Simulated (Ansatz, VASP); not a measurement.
Two plane-wave programs on Ba

```xyz
1
Lattice="3.8914 0.0000 0.0000 0.0000 3.8914 0.0000 0.0000 0.0000 3.8914" Properties=species:S:1:pos:R:3 pbc="T T T"
Ba    0.0000    0.0000    0.0000
```

Change from the starting cell: volume scaled by 0.98.

Alike in both runs: task single point; functional PBE; k mesh 7 × 7 × 7; occupations fermi-dirac, width 0.05 eV; no spin polarisation.

```csv
,VASP,Ansatz
version,VASP 6.6.1,Ansatz 0.2.0
potentials or method,"VASP PAW PBE potentials, release 64 (Ba_sv)",Ansatz PAW
plane-wave cutoff (eV),520,420
valence electrons in the cell,10,10
```

|  | VASP | Ansatz | Ansatz less VASP |
| --- | --- | --- | --- |
| gap on the k mesh at the Fermi level (eV) | 0.15 | 0.16 | +0.009 |
| least direct gap on the mesh (eV) | 0.22 | 0.22 | 0.000 |
| pressure (GPa) | 0.6 | 0.4 | -0.16 |

With one functional, cell and mesh, what is left measures potentials, basis and numerics.

Caveats: spin-orbit coupling is left out, which moves the levels of the heavy elements (VASP); an odd mesh through Γ misses points on the zone boundary, where band edges often lie (VASP).
